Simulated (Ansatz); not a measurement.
# SnTe: the cost of one run

Method: DFT PBE, scalar-relativistic, plane waves, PAW, in Ansatz 0.2.0.

1 further run of the same task is left out (set aside as unsound or not needed).

## 1. The structure to begin with

It takes space group P6_3mc (No. 186, hexagonal). The conventional cell has a = 4.399 Å, b = 4.399 Å, c = 8.350 Å, α = 90.00°, β = 90.00°, γ = 120.00°. Sn (site symmetry 3m) has 3 Te at 3.05 Å as nearest neighbours. Te (site symmetry 3m) has 3 Sn at 3.05 Å as nearest neighbours.

Structure file:

```
Sn Te
1.0
     4.39894    0.00000    0.00000
    -2.19947    3.80960    0.00000
     0.00000    0.00000    8.34963
Sn Te
2 2
Cartesian
  0.0000 0.0000 8.1518
  0.0000 0.0000 3.9770
  0.0000 2.5397 6.4595
  2.1995 1.2699 2.2847
```

The cell was relaxed beforehand at this level, from a generated guess; it needn't be the stable form of this composition. At a tolerance of 0.05 Å it has space group P6_3mc (No. 186); it has 34.98 Å³/atom, an uncorrected energy of -0.24 eV/atom over the elements.

## 2. Electronic structure at the relaxed geometry

The input, input.yaml:

```yaml
crystal:
  lattice:
    - [4.3989429791, 0.0, 0.0]
    - [-2.1994714895, 3.8095963697, 0.0]
    - [0.0, 0.0, 8.3496303142]
  atoms:
    - { symbol: Sn, position: [0.0, 0.0, 0.9763100522] }
    - { symbol: Sn, position: [0.0, 0.0, 0.4763100522] }
    - { symbol: Te, position: [0.3333333333, 0.6666666667, 0.7736278009] }
    - { symbol: Te, position: [0.6666666667, 0.3333333333, 0.2736278009] }
basis:
  ecutwfc: 420
kpoints:
  mp_grid: { grid: [12, 12, 6] }
  band_path:
    path:
      - [[0.0, 0.0, 0.0], [0.5, 0.0, 0.0], [0.33333333, 0.33333333, 0.0], [0.0, 0.0, 0.0], [0.0, 0.0, 0.5], [0.5, 0.0, 0.5], [0.33333333, 0.33333333, 0.5], [0.0, 0.0, 0.5]]
      - [[0.5, 0.0, 0.5], [0.5, 0.0, 0.0]]
      - [[0.33333333, 0.33333333, 0.5], [0.33333333, 0.33333333, 0.0]]
    npoints: 14
hamiltonian:
  xc: pbe
scf:
  occupations: { method: gaussian, width: 0.1 }
  n_extra_bands: 10
output:
  forces: true
  stress: true
  eigenvalues: true
  populations: true
  dos: { projected: true, de: 0.02, nscf_kmesh: { grid: [15, 15, 8] } }
  bader: true
```

Launch:

```bash
> ansatz run input.yaml --threads 1 --pin off --max-ram 3072MiB --backend cpu --events-out ev --progress --plain --runs-dir out
```

What time and memory should one allow on 1 thread of Intel Xeon 6975P-C (Granite Rapids), shared host?

About 2.1 min, with a peak of 0.76 GiB.
